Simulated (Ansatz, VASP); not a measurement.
**Two plane-wave programs on Si**

```
CELL_PARAMETERS angstrom
5.92327 0.00000 0.00000
0.00000 4.47011 0.00000
0.00000 0.00000 5.10566
ATOMIC_POSITIONS crystal
Si 0.41207 0.25000 0.00000
Si 0.58793 0.75000 0.50000
Si 0.58793 0.75000 0.00000
Si 0.41207 0.25000 0.50000
Si 0.92238 0.55041 0.25000
Si 0.07762 0.44959 0.75000
Si 0.07762 0.05041 0.25000
Si 0.92238 0.94959 0.75000
```

Alike in both runs: functional PBE; k mesh 8 × 8 × 8; occupations gaussian, width 0.1 eV; no spin polarisation.

Ansatz relaxed the structure, and its values are those at the end. VASP's run is a single point on that final structure, the one shown.

```csv
,VASP,Ansatz
version,VASP 6.6.1,Ansatz 0.2.0
potentials or method,"VASP PAW PBE potentials, release 64 (Si)","scalar-relativistic, plane waves, PAW"
plane-wave cutoff (eV),520,420
valence electrons in the cell,32,32
```

```csv
,VASP,Ansatz,Ansatz less VASP
gap on the k mesh at the Fermi level (eV),none,none,-
pressure (GPa),0.0,0.0,+0.06
```

A gap of «none» marks a metal or a gap that the smearing closes.
